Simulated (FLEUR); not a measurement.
## CoO under changes of volume

One of the cells (9.684 Å³/atom); the others are scaled copies at fixed shape and fractional positions:

```
CELL_PARAMETERS angstrom
0.00000 2.13150 2.13150
2.13150 0.00000 2.13150
2.13150 2.13150 0.00000
ATOMIC_POSITIONS crystal
Co 0.00000 0.00000 0.00000
O 0.50000 0.50000 0.50000
```

```yaml
Program: FLEUR MaX-R8.1 (later development tree)
Functional: BLYP
Potentials_or_basis: all-electron
Basis: FLAPW
Kmax: 4.78 1/bohr
k_mesh: 11 × 11 × 11
Occupations: fermi-dirac, width 0.05 eV
Spin: collinear spin, ferromagnetic start
Starting_moments: "[2.0, 0.0] μB"
```

| volume (Å³/atom) | energy over the lowest point (meV/atom) | moment (μB per cell) |
| --- | --- | --- |
| 9.103 | ? | ? |
| 9.297 | 23.69 | 2.54 |
| 9.684 | 3.43 | 2.82 |
| 10.071 | 0.00 | 2.91 |
| 10.265 | 3.90 | 2.95 |

Question: What does the run at 9.103 Å³/atom give?

Answer: Energy over the lowest point 37.76 meV/atom; moment 2.36 μB per cell.

Worked out: A Birch-Murnaghan fit of order 2 (a polynomial in V^(-2/3)) to the other rows has its minimum at 9.96 Å³/atom with B0 = V·E''(V) = 157 GPa. It gives 41.43 meV/atom at 9.103 Å³/atom, against the run's 37.76. A parabola through the other rows of the moment, of slope 1.04 μB per Å³/atom there, extrapolates to 2.36 μB, against the run's 2.36.

Energies are extrapolated to zero smearing.

Caveats: a cell with one magnetic atom can't hold antiferromagnetic order, which such compounds often take.
